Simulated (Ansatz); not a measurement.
NaI:

```
I Na
1.0
     0.00000    3.23640    3.23640
     3.23640    0.00000    3.23640
     3.23640    3.23640    0.00000
I Na
1 1
Cartesian
  3.2364 3.2364 3.2364
  0.0000 0.0000 0.0000
```

Base run:

- Program: Ansatz 0.2.0
- Functional: PBE
- Potentials or basis: all-electron PAW datasets made for the crystal
- Cutoff: 260 eV (chosen from the basis error)
- k mesh: 6 × 6 × 6
- Occupations: fermi-dirac, width 0.05 eV
- Spin: no spin polarisation

Its results: band gap on the k mesh 3.64 eV, direct; pressure 0.4 GPa.

After a change of settings the same cell gave: band gap on the k mesh 4.67 eV, direct; pressure 0.1 GPa. Which change was it?
A. functional from PBE to PBE0; cutoff from 260 eV (chosen from the basis error) to 290 eV (chosen from the basis error)
B. functional from PBE to HSE06; cutoff from 260 eV (chosen from the basis error) to 290 eV (chosen from the basis error)
C. potentials or basis from all-electron PAW datasets made for the crystal to all-electron LAPW, scalar-relativistic; cutoff from 260 eV (chosen from the basis error) to 133 eV (chosen from the basis error); k mesh from 6 × 6 × 6 to 7 × 7 × 7

B.

HSE06 gives the wider gap, since exact exchange removes part of the self-interaction.

Caveats: spin-orbit coupling is left out, which moves the levels of the heavy elements.

The runs don't all hold the same shells in valence.
